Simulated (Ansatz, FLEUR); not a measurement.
Stiffness of cubic NaCl

The cell as given, ahead of any relaxation:

Symmetry: Fm-3m, No. 225, cubic system. The conventional cell has a = 5.588 Å, b = 5.588 Å, c = 5.588 Å, α = 90.00°, β = 90.00°, γ = 90.00°. Cl (site symmetry m-3m) is surrounded by 6 Na at 2.79 Å. Na (site symmetry m-3m) has 6 Cl at 2.79 Å as nearest neighbours.

The cell is a database's computed one, not the measured one.

Constants in GPa on the cubic axes, for the cell as given (21.81 Å³ an atom), where symmetry holds the atoms; no spin polarisation, no spin-orbit coupling. Meshes are those of the run's cell of 2 atoms. Ansatz's plane-wave pressures hold its Pulay term. Occupations: fixed (run 1); fermi-dirac 0.05 eV (run 2). Space group Fm-3m.

```csv
run,level,program and potentials,k mesh,cell,C11,C12,C44
1,PBEsol,"Ansatz, Ansatz PAW (made for PBE), 420 eV",6 × 6 × 6,"as given, 0.20 GPa",56.9,11.7,12.1
2,PBEsol,"Ansatz, all-electron LAPW, scalar-relativistic",6 × 6 × 6,"as given, 0.20 GPa",57.1,11.6,12.2
```

Problem. For run 1, work out the bulk, shear and Young's moduli of a random polycrystal, Poisson's ratio and the anisotropy, and test the cell's stability.

Solution. From the values as printed: B = (C11 + 2 C12)/3 = 26.8 GPa. Voigt: G_V = (C11 - C12 + 3 C44)/5 = 16.3; Reuss: G_R = 5 C44 (C11 - C12)/[4 C44 + 3 (C11 - C12)] = 14.9; Hill's mean, from the unrounded bounds, G = 15.6 GPa. Young's modulus E = 9BG/(3B + G) = 39.2 GPa, Poisson's ratio ν = (3B - 2G)/[2(3B + G)] = 0.256. Zener's ratio 2 C44/(C11 - C12) = 0.54, so the crystal is stiffest along ⟨100⟩ and softest along ⟨111⟩. C11 > |C12|, C11 + 2 C12 > 0 and C44 > 0 hold, so the cell is stable against small uniform strains, which says nothing of soft phonons. An equation of state at this level (FLEUR, all-electron, FLAPW; mesh 8 × 8 × 8) gives B0 = 25.8 GPa at its minimum of 21.98 Å³ an atom, against 21.81 here. Over the runs shown B spans 26.8 to 26.8 GPa and C44 12.1 to 12.2.
